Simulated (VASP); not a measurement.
## Te2Mo: phonons with r2SCAN

Crystal: Te2Mo.

```xyz
6
Lattice="3.5636 0.0000 0.0000 -1.7818 3.0861 0.0000 0.0000 0.0000 14.7427" Properties=species:S:1:pos:R:3 pbc="T T T"
Te    0.0000    2.0574    9.2659
Te    1.7818    1.0287    1.8945
Te    0.0000    2.0574   12.8481
Te    1.7818    1.0287    5.4768
Mo    0.0000    2.0574    3.6857
Mo    1.7818    1.0287   11.0570
```

```yaml
Program: VASP 6.6.1
Task: phonons
Functional: r2SCAN
Potentials_or_basis: VASP PAW PBE potentials, release 64 (Te, Mo_sv)
Cutoff: 600 eV
k_mesh: 9 × 9 × 2
Occupations: gaussian, width 0.03 eV
Spin: no spin polarisation
By_perturbation_theory: no
Further_INCAR_settings: ALGO = Normal; EDIFF = 1e-08; IBRION = 6; POTIM = 0.015; NSW = 1
```

* Highest phonon frequency at Γ, LO-TO splitting left out: 291 cm⁻¹

Phonon frequencies in cm⁻¹ (negative: imaginary):
```
              q point                                                     frequencies
(0.000, 0.000, 0.000)  0 0 0 17 17 24 117 117 118 118 174 175 235 235 235 235 288 291
```

It took 49 min on 2 MPI ranks on Intel(R) Xeon(R) 6975P-C (Granite Rapids), on a shared host, peak memory 0.86 GiB a rank.

 Spin-orbit coupling is left out, which matters for the levels of Te.
